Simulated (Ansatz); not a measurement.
# Hf (P6_3/mmc) in Ansatz: notebook

The runs below take Hf through phonons, band structure, elastic constants, with PBEsol, BLYP, LDA.

Everything below comes from runs of Ansatz 0.2.0. Logs are shortened: lines on timing, memory, paths and dates and some standing lists are left out, and cuts for length are marked.

### Step 1. Starting point

Symmetry: P6_3/mmc, No. 194, hexagonal system. Conventional cell: a = 3.197 Å, b = 3.197 Å, c = 5.058 Å, α = 90.00°, β = 90.00°, γ = 120.00°. Hf (site symmetry -6m2) is surrounded by 12 Hf at 3.13 to 3.20 Å.

### Step 2. Phonons, PBEsol

Contents of input.yaml:

```yaml
crystal:
  lattice:
    - [3.1967, 0.0, 0.0]
    - [-1.59835, 2.7684234083, 0.0]
    - [0.0, 0.0, 5.0578]
  atoms:
    - { symbol: Hf, position: [0.6666666667, 0.3333333333, 0.75] }
    - { symbol: Hf, position: [0.3333333333, 0.6666666667, 0.25] }
kpoints:
  mp_grid: { grid: [7, 7, 4] }
scf:
  occupations: { method: fermi_dirac, width: 0.05 }
hamiltonian:
  xc: pbesol
  pseudopotentials: { kind: all_electron, lapw: { basis_error: 0.001 } }
output: {}
phonons:
  method: fd
  supercell: [1, 1, 1]
```

Potentials or basis: all-electron LAPW, scalar-relativistic.

Launch:

```sh
$ ansatz run input.yaml --threads 1 --pin off --max-ram 3072MiB --backend cpu --events-out ev --progress --plain --runs-dir out
```

Log:

```text
Warning: RAYON_NUM_THREADS=1 ignored (pool sized by the plan → 1); use --threads N
LAPW: plane waves up to 7.773 Å⁻¹, error target 1.0e-3 eV per atom; small_component_spin mean_spin; Hf in spheres of 1.518 Å, 36 of its electrons in bands, Dirac shells [] (how accurate: hamiltonian.pseudopotentials.lapw.basis_error, Limitations)
Engine: ansatz 0.2.0, aarch64-unknown-linux-gnu
Pseudopotentials: kind: all_electron
Pseudopotential: Hf, LAPW, valence charge 36, lapw/all_electron/scalar/gaussian/Hf, Koelling and Harmon's equation, gaussian nucleus
Functional definition: PBEsol
  exchange = pbesol_x
  correlation = pbesol_c
Crystal: 2 atoms, lattice volume = 44.761 Å³
Basis set: ecut = 230.21867301513734 eV, 337 PW (Γ), exchange–correlation at level 2
Bands: 44, of which v1, the nominal top of the filled ones, is band 36 counted from 1 (35 counted from 0)
Symmetry: 24 space group operations
k-points: 24 of 196
Non-local potential: Hf, projectors of the file, none
Initial density: superposition of atomic densities (chi_scale 0.1, normalization cell)
Initial wavefunctions: plane waves of lowest kinetic energy (no species holds an atomic orbital)
Functional: x = pbesol(κ = 0.804, μ = 0.12345679012345678), c = pbesol(β = 0.046)
iter 1 solved again at ethr=3.66e-4 eV; its pass at ethr=1.00e-1 eV (dr2=2.63e-1 eV) is discarded
SCF iter   1: F=—  HF=-820254.120031 eV  |F-HF|=—  |Δ(HF+E_count)|=         —  Δρ=2.53e-2  dr2=2.64e-1  ethr=3.66e-4  ⟨swp⟩=2.4  Hψ=6505  notcnv=0
preconditioner: auto → Resta (q_TF=auto, 2.953 Å⁻¹)  ε∞=5.6  [insulator: Δε(μ)=0.137 eV  Ē_g=17.892 eV  σ=0.050 eV  W_gap=0.50  n_scr=22 (ndim 8)  ℏωp=38.5 eV  f_vac=0.000  D(μ)=0.96/eV (n_scr^D=2)  ε∞_Penn≈5.6]
SCF iter   2: F=—  HF=-820253.907363 eV  |F-HF|=—  |Δ(HF+E_count)|=   2.13e-1  Δρ=1.43e-2  dr2=9.58e-2  ethr=3.66e-4  ⟨swp⟩=2.0  Hψ=3336  notcnv=0
preconditioner: auto → Kerker (q_TF=auto, 2.953 Å⁻¹)  [metal: Δε(μ)=0.111 eV  Ē_g=18.653 eV  σ=0.050 eV  W_gap=0.46  n_scr=22 (ndim 8)  ℏωp=38.5 eV  f_vac=0.000  D(μ)=1.11/eV (n_scr^D=2)]
SCF iter   3: F=—  HF=-820253.875296 eV  |F-HF|=—  |Δ(HF+E_count)|=   3.21e-2  Δρ=1.02e-2  dr2=5.13e-2  ethr=1.33e-4  ⟨swp⟩=2.0  Hψ=3159  notcnv=0
SCF iter   4: F=—  HF=-820253.850917 eV  |F-HF|=—  |Δ(HF+E_count)|=   2.44e-2  Δρ=5.15e-3  dr2=1.47e-2  ethr=7.13e-5  ⟨swp⟩=2.0  Hψ=3043  notcnv=0
iter 5 solved again at ethr=9.61e-7 eV; its pass at ethr=2.04e-5 eV (dr2=6.92e-4 eV) is discarded
SCF iter   5: F=—  HF=-820253.849823 eV  |F-HF|=—  |Δ(HF+E_count)|=         —  Δρ=1.10e-3  dr2=6.92e-4  ethr=9.61e-7  ⟨swp⟩=2.0  Hψ=5308  notcnv=0
the basis was enlarged: its passes take 88.9 KiB over the memory plan, 1 of 1 planned eigensolver slots
SCF iter   6: F=—  HF=-820253.849875 eV  |F-HF|=—  |Δ(HF+E_count)|=   5.20e-5  Δρ=3.58e-4  dr2=6.45e-5  ethr=9.61e-7  ⟨swp⟩=2.0  Hψ=3159  notcnv=0
SCF iter   7: F=—  HF=-820253.849871 eV  |F-HF|=—  |Δ(HF+E_count)|=   3.90e-6  Δρ=9.13e-5  dr2=5.39e-6  ethr=8.96e-8  ⟨swp⟩=2.0  Hψ=3159  notcnv=0
SCF iter   8: F=—  HF=-820253.849870 eV  |F-HF|=—  |Δ(HF+E_count)|=   8.27e-7  Δρ=2.28e-5  dr2=2.83e-7  ethr=7.49e-9  ⟨swp⟩=2.0  Hψ=3159  notcnv=0
SCF iter   9: F=—  HF=-820253.849870 eV  |F-HF|=—  |Δ(HF+E_count)|=   7.54e-8  Δρ=5.88e-6  dr2=1.62e-8  ethr=3.93e-10  ⟨swp⟩=2.0  Hψ=3159  notcnv=0
SCF iter  10: F=-820253.849870 eV  HF=-820253.849870 eV  |F-HF|=1.16e-10  |Δ(HF+E_count)|=   3.84e-9  Δρ=1.22e-6  dr2=5.26e-10  ethr=2.25e-11  ⟨swp⟩=2.0  Hψ=3161  notcnv=0
SCF 1 converged in 10 iterations: F = -820253.849870 eV  dr2 = 5.26e-10
Symmetry: 1 space group operations
k-points: 99 of 196 (time reversal used)
Initial density: handed on by an earlier stage of this run
Initial wavefunctions: plane waves of lowest kinetic energy (no species holds an atomic orbital; no wavefunctions were taken with the density)
iter 1 solved again at ethr=1.41e-6 eV; its pass at ethr=1.00e-1 eV (dr2=1.01e-3 eV) is discarded
SCF iter   1: F=—  HF=-820253.849990 eV  |F-HF|=—  |Δ(HF+E_count)|=         —  Δρ=6.63e-4  dr2=1.01e-3  ethr=1.41e-6  ⟨swp⟩=3.9  Hψ=30703  notcnv=0
preconditioner: auto → Kerker (q_TF=auto, 2.953 Å⁻¹)  [metal: Δε(μ)=0.099 eV  Ē_g=18.510 eV  σ=0.050 eV  W_gap=0.45  n_scr=22 (ndim 8)  ℏωp=38.5 eV  f_vac=0.000  D(μ)=1.33/eV (n_scr^D=8)]
SCF iter   2: F=—  HF=-820253.849879 eV  |F-HF|=—  |Δ(HF+E_count)|=   1.12e-4  Δρ=4.48e-4  dr2=4.76e-4  ethr=1.41e-6  ⟨swp⟩=2.0  Hψ=13050  notcnv=0
iter 3 solved again at ethr=6.22e-8 eV; its pass at ethr=6.61e-7 eV (dr2=4.48e-5 eV) is discarded
SCF iter   3: F=—  HF=-820253.849787 eV  |F-HF|=—  |Δ(HF+E_count)|=   9.20e-5  Δρ=1.33e-4  dr2=4.48e-5  ethr=6.22e-8  ⟨swp⟩=2.0  Hψ=21942  notcnv=0
SCF iter   4: F=—  HF=-820253.849778 eV  |F-HF|=—  |Δ(HF+E_count)|=   8.45e-6  Δρ=4.65e-5  dr2=2.16e-6  ethr=6.22e-8  ⟨swp⟩=2.1  Hψ=13057  notcnv=0
SCF iter   5: F=—  HF=-820253.849777 eV  |F-HF|=—  |Δ(HF+E_count)|=   1.46e-6  Δρ=2.07e-5  dr2=3.26e-7  ethr=3.00e-9  ⟨swp⟩=2.0  Hψ=13050  notcnv=0
SCF iter   6: F=—  HF=-820253.849777 eV  |F-HF|=—  |Δ(HF+E_count)|=   7.59e-8  Δρ=1.38e-5  dr2=1.71e-7  ethr=4.53e-10  ⟨swp⟩=2.0  Hψ=13050  notcnv=0
SCF iter   7: F=—  HF=-820253.849777 eV  |F-HF|=—  |Δ(HF+E_count)|=   6.27e-8  Δρ=6.94e-6  dr2=3.94e-8  ethr=2.37e-10  ⟨swp⟩=2.0  Hψ=13050  notcnv=0
SCF iter   8: F=—  HF=-820253.849777 eV  |F-HF|=—  |Δ(HF+E_count)|=   1.14e-8  Δρ=2.36e-6  dr2=5.78e-9  ethr=5.48e-11  ⟨swp⟩=2.0  Hψ=13050  notcnv=0
SCF iter   9: F=-820253.849777 eV  HF=-820253.849777 eV  |F-HF|=0.00e0  |Δ(HF+E_count)|=   7.45e-9  Δρ=5.26e-7  dr2=1.74e-10  ethr=8.03e-12  ⟨swp⟩=2.0  Hψ=13050  notcnv=0
SCF 2 converged in 9 iterations: F = -820253.849777 eV  dr2 = 1.74e-10
SCF converged after 10 iterations
Free energy (F): -820253.849870 eV
Harris-Foulkes:  -820253.849870 eV  (|F-HF|=1.16e-10)
Internal energy: -820253.837204 eV  (E = F + TS)
E sigma→0 (E₀):  -820253.843537 eV
Entropy (-TS):   -0.012666 eV (-6.333 meV/atom)
Fermi energy:    20.118078 eV
--- Per-component energies (eV) ---
  E_band       = -3540.312539
  E_kinetic    = 912601.968074
  E_xc         = -16580.947853
  E_electrostatic = -1716274.857425  (all electrons and nuclei)
  E_smearing   = -0.012666  (= −TS)
  E_closure    = 0.000000  (closes the sum)
  E_atoms      = -820238.075759  (free atoms, spherical and without spin; not in F)
  Σ components = -820253.849870   (vs F -820253.849870, Δ=0.00e0)
  Basis errors (estimates in eV, not in F): energy 2.5e-4 per atom: plane waves 2.1e-4 (1.1e-4 summed), levels above the bands 3.0e-68, relativity 4.1e-8, radial functions 4.5e-5, core shells 4.5e-7; eigenvalues (radial functions only) 3.6e-7; not estimated: angular momenta, meshes, grids; target (lapw.basis_error) 1.0e-3; muffin-tin radii Hf 1.518 Å
--- Forces (eV/Å), atoms counted from 1 ---
  atom   1  Hf     0.00000000     0.00000000     0.00000000
  atom   2  Hf     0.00000000    -0.00000000    -0.00000000
  max |Σ_I F_I| component: 1.85e-17 eV/Å
--- Band table (eV; the first three rows and the last of 24) ---
  k-point 0: bands = ["-181.0811", "-181.0811", "-181.0811", "-181.0811", "-181.0751", "-181.0751", "-181.0593", "-181.0593", "-181.0593", "-181.0593", "-41.8335", "-41.7620", "-10.9637", "-10.2326", "-10.2326", "-10.1035", "-10.1035", "-10.0899", "8.1934", "8.2169", "8.2230", "8.2230", "8.2239", "8.2277", "8.2277", "8.2353", "8.2353", "8.2485", "8.2661", "8.2661", "8.2985", "8.3020", "12.6728", "16.3331", "20.7201", "21.2045", "21.2045", "21.4936", "22.0244", "22.0244", "22.6688", "22.6688", "25.3779", "25.3779"]
  k-point 1: bands = ["-181.0811", "-181.0811", "-181.0811", "-181.0811", "-181.0751", "-181.0751", "-181.0593", "-181.0593", "-181.0593", "-181.0593", "-41.8231", "-41.7726", "-10.8431", "-10.2260", "-10.2138", "-10.2138", "-10.1226", "-10.1226", "8.1940", "8.2091", "8.2091", "8.2156", "8.2226", "8.2226", "8.2248", "8.2470", "8.2495", "8.2495", "8.2719", "8.2719", "8.2990", "8.3015", "13.2332", "15.9735", "20.1549", "21.0036", "21.0036", "21.0344", "21.6264", "21.6264", "23.4679", "23.4679", "25.4850", "25.4850"]
  k-point 2: bands = ["-181.0811", "-181.0811", "-181.0811", "-181.0811", "-181.0751", "-181.0751", "-181.0593", "-181.0593", "-181.0593", "-181.0593", "-41.7979", "-41.7979", "-10.5422", "-10.5422", "-10.1684", "-10.1684", "-10.1684", "-10.1684", "8.2017", "8.2017", "8.2086", "8.2086", "8.2086", "8.2086", "8.2385", "8.2385", "8.2684", "8.2684", "8.2684", "8.2684", "8.3002", "8.3002", "14.6478", "14.6478", "20.2066", "20.2066", "21.0923", "21.0923", "21.0923", "21.0923", "24.8275", "24.8275", "24.8275", "24.8275"]
  k-point 23: bands = ["-181.0811", "-181.0811", "-181.0811", "-181.0811", "-181.0751", "-181.0751", "-181.0593", "-181.0593", "-181.0593", "-181.0593", "-41.7587", "-41.7587", "-10.7825", "-10.7825", "-10.5208", "-10.5208", "-10.2359", "-10.2359", "8.2190", "8.2190", "8.2253", "8.2253", "8.2334", "8.2334", "8.2387", "8.2387", "8.2445", "8.2445", "8.2498", "8.2498", "8.2789", "8.2789", "17.7776", "17.7776", "19.0659", "19.0659", "19.8488", "19.8488", "22.4062", "22.4062", "25.4308", "25.4308", "27.8369", "27.8369"]
--- Phonons: 1 displaced member + reference (amplitude 0.01 Å, Σ member SCF iterations 9) ---
  symmetry images taken by strict's conditions (phonons.symmetry_images: auto; settled by no image being taken that strict refuses)
  ASR residual: 5.533e-6 → 0.000e0 eV/Å²; symmetrization residual: 2.665e-15 eV/Å²
  largest component of a force at the reference: 5.4e-16 eV/Å
  ASR residual per site (eV/Å²): 5.53e-6 5.53e-6
  Γ frequencies (cm⁻¹): 0.00 0.00 0.00 63.05 63.05 95.81
  density of states and harmonic sums: on the 22×22×12 q-mesh, interpolated from the force constants of a 1×1×1 supercell (no non-analytic term)
  largest difference from the sums on the solved wave vectors: F 7.94e-1 eV, S 1.05e-3 and C_V 2.58e-4 eV/K
  zero-point energy: 0.018963 eV/cell   skipped modes (ω ≤ 0): 3   left out of the sums: 8.61e-5 of the cell's modes: C_V's classical limit lies that fraction below 3 k_B per atom; for a crystal, a wire or a layer, F and S can be off by more, and a phonons.interpolated_qmesh denser along its periods is the remedy for the sampling
```

It took 76 s on 1 thread of Arm Neoverse V1, shared host; peak memory 0.47 GiB.

Results:

```yaml
Free_energy: -820253.8499 eV
Band_gap_on_the_k_mesh: none (metal or under the smearing width)
Highest_phonon_frequency_at_Γ: 96 cm⁻¹
```

Phonon frequencies in cm⁻¹ (negative: imaginary):
| q point | frequencies |
| --- | --- |
| (0.000, 0.000, 0.000) | 0 0 0 63 63 96 |

Caveat: the k mesh is thin for a metal, which can move the energy by tens of meV per atom; a metal's response needs a denser mesh. The run has no spin-orbit coupling, so splittings on Hf are missing.

### Step 3. Band structure, BLYP

Contents of input.yaml:

```yaml
crystal:
  lattice:
    - [3.1967, 0.0, 0.0]
    - [-1.59835, 2.7684234083, 0.0]
    - [0.0, 0.0, 5.0578]
  atoms:
    - { symbol: Hf, position: [0.6666666667, 0.3333333333, 0.75] }
    - { symbol: Hf, position: [0.3333333333, 0.6666666667, 0.25] }
kpoints:
  mp_grid: { grid: [10, 10, 5] }
  band_path:
    path:
      - [0.0, 0.0, 0.0]
      - [0.5, 0.0, 0.0]
      - [0.3333333333, 0.3333333333, 0.0]
      - [0.0, 0.0, 0.0]
      - [0.0, 0.0, 0.5]
      - [0.5, 0.0, 0.5]
      - [0.3333333333, 0.3333333333, 0.5]
      - [0.0, 0.0, 0.5]
    npoints: 10
scf:
  occupations: { method: fermi_dirac, width: 0.05 }
hamiltonian:
  xc: blyp
  pseudopotentials: { kind: all_electron, lapw: { basis_error: 0.001 } }
output:
  forces: true
  stress: true
  eigenvalues: true
```

Potentials or basis: all-electron LAPW, scalar-relativistic.

Launch:

```sh
$ ansatz run input.yaml --threads 1 --pin off --max-ram 3072MiB --backend cpu --events-out ev --progress --plain --runs-dir out
```

Wall time 26 s (1 thread of Arm Neoverse V1, shared host); peak memory 0.33 GiB.

The run converged. Its results:

- Free energy: -820547.7985 eV
- Pressure: 3.4 GPa
- Band gap along the path: none (metal or under the smearing width)

Stress tensor (GPa, compression positive):
```
3.46 0.00 0.00
0.00 3.46 0.00
0.00 0.00 3.26
```

Levels at the corners of the path, in eV from the Fermi level:
```csv
point,band 32,band 33,band 34,band 35,band 36,band 37,band 38,band 39,band 40,band 41
Γ,-11.77,-7.24,-3.67,0.86,1.10,1.10,1.38,1.90,1.90,2.53
M,-11.79,-3.29,-2.72,-2.19,-0.67,0.72,0.89,1.67,5.71,6.21
K,-11.79,-2.10,-1.75,-1.75,-1.32,0.37,0.37,2.06,5.06,5.06
Γ,-11.77,-7.24,-3.67,0.86,1.10,1.10,1.38,1.90,1.90,2.53
A,-11.77,-5.27,-5.27,0.15,0.15,0.99,0.99,0.99,0.99,4.64
L,-11.80,-3.35,-3.35,-1.00,-1.00,1.34,1.34,2.58,2.58,5.98
H,-11.79,-1.74,-1.74,-1.37,-1.37,-0.15,-0.15,2.46,2.46,4.94
A,-11.77,-5.27,-5.27,0.15,0.15,0.99,0.99,0.99,0.99,4.64
```

Caveat: spin-orbit coupling is left out, which moves the levels of the heavy elements.

### Step 4. Elastic constants, LDA

Contents of input.yaml:

```yaml
crystal:
  lattice:
    - [3.1967, 0.0, 0.0]
    - [-1.59835, 2.7684234083, 0.0]
    - [0.0, 0.0, 5.0578]
  atoms:
    - { symbol: Hf, position: [0.6666666667, 0.3333333333, 0.75] }
    - { symbol: Hf, position: [0.3333333333, 0.6666666667, 0.25] }
kpoints:
  mp_grid: { grid: [7, 7, 4] }
scf:
  occupations: { method: fermi_dirac, width: 0.05 }
hamiltonian:
  xc: lda
  pseudopotentials: { kind: all_electron, lapw: { basis_error: 0.001 } }
output:
  forces: true
  stress: true
elastic:
  mode: relaxed_ion
  stencil: two_point
```

Launch:

```sh
$ ansatz run input.yaml --threads 1 --pin off --max-ram 3072MiB --backend cpu --events-out ev --progress --plain --runs-dir out
```

Wall time 3.1 min (1 thread of Arm Neoverse V1, shared host); peak memory 0.4 GiB.

The run converged. Its results:

| Property | Result |
| --- | --- |
| Free energy | -820011.7620 eV |
| Pressure | -7.4 GPa |
| Band gap on the k mesh | none (metal or under the smearing width) |
| Voigt bulk modulus | 95 GPa |

Stress tensor (GPa, compression positive):
```
-7.68  0.00  0.00
 0.00 -7.68  0.00
 0.00  0.00 -6.78
```

Levels at points of the mesh, in eV from the Fermi level:
```csv
k point,band 33,band 34,band 35,band 36,band 37,band 38,band 39,band 40
"(0.00, 0.00, 0.00)",-7.41,-3.78,0.70,1.04,1.04,1.32,1.85,1.85
"(0.00, 0.00, -0.50)",-5.43,-5.43,0.08,0.08,0.92,0.92,0.92,0.92
```

Elastic tensor in Voigt notation (GPa, in the Cartesian axes of the cell as first typed):
```
127  96  62   0   0   0
 96 127  62   0   0   0
 63  63 159   0   0   0
  0   0   0  48   0   0
  0   0   0   0  48   0
  0   0   0   0   0  16
```

Caveat: the k mesh is thin for a metal, which can move the energy by tens of meV per atom; a metal's response needs a denser mesh; the cell is more than 3 GPa from zero pressure, which shifts response properties; elastic constants of metals need much finer meshes, so these are rough.

### Step 5. Summary

```csv
task,level,k mesh,cutoff (eV),gap on the mesh (eV),pressure (GPa)
phonons,PBEsol,7 × 7 × 4,230,none,-
band structure,BLYP,10 × 10 × 5,213,-,3.4
elastic constants,LDA,7 × 7 × 4,230,none,-7.4
```

Alike in all rows: potentials or basis all-electron LAPW, scalar-relativistic; no spin polarisation; cell as given; smearing fermi-dirac 0.05 eV; basis error allowed 0.001 eV/atom.

Caveats: the k mesh is thin for a metal, which can move the energy by tens of meV per atom (some runs); a metal's response needs a denser mesh (some runs); spin-orbit coupling is left out, which moves the levels of the heavy elements (some runs); the cell is more than 3 GPa from zero pressure, which shifts response properties (some runs); elastic constants of metals need much finer meshes, so these are rough (some runs).

Compare energies only between runs with the same functional and basis.
